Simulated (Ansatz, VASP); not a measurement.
# One calculation of BN, two programs

```
B N
1.0
     2.60900    0.00000    0.00000
    -1.30450    2.25946    0.00000
     0.00000    0.00000   26.00000
B N
1 1
Direct
  0.00000 0.00000 0.51098
  0.66667 0.33333 0.48902
```

Alike in both runs: task single point; functional PBE; dispersion D3(BJ); k mesh 12 × 12 × 1; occupations gaussian, width 0.02 eV; no spin polarisation.

|  | VASP | Ansatz |
| --- | --- | --- |
| version | VASP 6.6.1 | Ansatz 0.2.0 |
| potentials or method | VASP PAW PBE potentials, release 64 (B, N) | scalar-relativistic, plane waves, PAW |
| plane-wave cutoff (eV) | 520 | 420 |
| valence electrons in the cell | 8 | 8 |

```csv
,VASP,Ansatz,Ansatz less VASP
gap on the k mesh at the Fermi level (eV),1.97,1.97,-0.004
least direct gap on the mesh (eV),1.97,1.97,-0.004
rms of the force components (eV/Å),4.594,4.598,+0.0039
```

Atom by atom the forces differ by 0.004 eV/Å (rms over components).

As with any semilocal functional, this PBE gap is likely too small.
